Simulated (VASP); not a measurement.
The system is Ta.

```
Ta
1.0
     2.94168    0.00000    0.00000
    -1.47084    2.54757    0.00000
     0.00000    0.00000    4.80377
Ta
2
Direct
  0.33333 0.66667 0.25000
  0.66667 0.33333 0.75000
```

This isn't the form of Ta at room conditions, which is bcc.

| Quantity | Value |
| --- | --- |
| Program | VASP 6.6.1 |
| Task | relaxation of cell and atoms |
| Functional | PBE |
| Potentials or basis | VASP PAW PBE potentials, release 64 (Ta_pv) |
| Cutoff | 600 eV |
| k mesh | 18 × 18 × 10 |
| Occupations | gaussian, width 0.1 eV |
| Spin | no spin polarisation |

At the start: pressure 8.1 GPa; volume 18.00 Å³/atom.

Q: How do energy, volume and symmetry change on relaxing?

A: Over 9 steps the energy falls by 60.1 meV/atom and the volume is 18.74 Å³/atom (+4.1 %); space group P6_3/mmc (No. 194, to 0.05 Å).

Step by step:
| step | energy change (eV) | largest force (eV/Å) | pressure (GPa) | volume (Å³) |
| --- | --- | --- | --- | --- |
| 1 | 0.0000 | 0.0000 | 8.13 | 36.00 |
| 2 | 0.0523 | 0.0000 | -14.25 | 40.92 |
| 3 | -0.0723 | 0.0000 | -3.03 | 38.05 |
| 4 | -0.1195 | 0.0000 | -0.64 | 37.62 |
| 5 | -0.1198 | 0.0000 | -0.85 | 37.65 |
| 6 | -0.1189 | 0.0000 | 1.43 | 37.20 |
| 7 | -0.1203 | 0.0000 | -0.04 | 37.48 |
| 8 | -0.1203 | 0.0000 | 0.05 | 37.47 |
| 9 | -0.1203 | 0.0000 | 0.02 | 37.48 |

Final structure:
```cif
data_structure
_symmetry_space_group_name_H-M 'P 1'
_symmetry_Int_Tables_number 1
_cell_length_a 2.9006
_cell_length_b 2.9006
_cell_length_c 5.1434
_cell_angle_alpha 90.000
_cell_angle_beta 90.000
_cell_angle_gamma 120.000
_cell_volume 37.48
loop_
_atom_site_label
_atom_site_type_symbol
_atom_site_fract_x
_atom_site_fract_y
_atom_site_fract_z
_atom_site_occupancy
Ta1 Ta 0.33333 0.66667 0.25000 1
Ta2 Ta 0.66667 0.33333 0.75000 1
```
